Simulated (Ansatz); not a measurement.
## CdF₂ (Fm-3m), a vibration from a frozen displacement

Method: DFT PBE, scalar-relativistic, plane waves, PAW (Ansatz). The runs took a 420 eV cutoff, a Γ-centred 8×8×8 mesh and Gaussian smearing (0.05 eV). No spin polarisation. Energies are free energies at this smearing, counted from the undisturbed cell; pressure is positive in compression.

The undisturbed cell (as given, not relaxed at this level; it stands at 5.5 GPa):

```xyz
3
Lattice="0.0000 2.6940 2.6940 2.6940 0.0000 2.6940 2.6940 2.6940 0.0000" Properties=species:S:1:pos:R:3 pbc="T T T"
Cd    0.0000    0.0000    0.0000
F     1.3470    1.3470    1.3470
F     4.0410    4.0410    4.0410
```

Every Cd atom is moved by x along the Cartesian unit vector (0.000, 1.000, 0.000); the cell and all other atoms stay fixed. The cell's volume is 39.10 Å³; the moved atoms weigh 112.414 u together and the others 37.997 u. Some rows repeat others by symmetry and weren't run.

```csv
x (Å),ΔE (meV/cell),total force on the moved atoms along the move (eV/Å),pressure (GPa)
-0.1000,26.65,0.5333,6.0010
-0.0875,20.40,0.4666,5.8736
-0.0750,14.99,0.3998,5.7631
-0.0625,10.41,0.3331,5.6694
-0.0500,6.66,0.2664,5.5925
-0.0375,3.75,0.1998,5.5330
-0.0250,1.66,0.1332,5.4905
-0.0125,0.42,0.0666,5.4650
0.0000,0.00,0.0000,5.4565
0.0125,0.42,-0.0666,5.4650
0.0250,1.66,-0.1332,5.4905
0.0375,3.75,-0.1998,5.5330
0.0500,6.66,-0.2664,5.5925
0.0625,10.41,-0.3331,5.6694
0.0750,14.99,-0.3998,5.7631
0.0875,20.40,-0.4666,5.8736
0.1000,26.65,-0.5333,6.0010
```

What frequency belongs to this motion?

The force constant is k = −dF/dx = 5.328 eV/Å², from the parabola through x = -0.0125, 0 and 0.0125. In every cell the moved atoms swing against the rest, so the mass is μ = m₁m₂/(m₁ + m₂) = 28.398 u, and ν̃ = 521.5 cm⁻¹ × √(|k|/μ) = 226 cm⁻¹, at this cell's pressure of 5.5 GPa. To first order in x, and within 1 %, the force on every atom lies along the move and, within each of the two groups, in proportion to the atom's mass, so this is itself a mode at the zone centre of this cell, taken without macroscopic field (the transverse frequency in a polar insulator).

How far does the harmonic law reach?

At x = -0.100 Å, kx²/2 = 26.64 meV against the computed 26.65 meV (+0.0 %): the well is still close to harmonic there.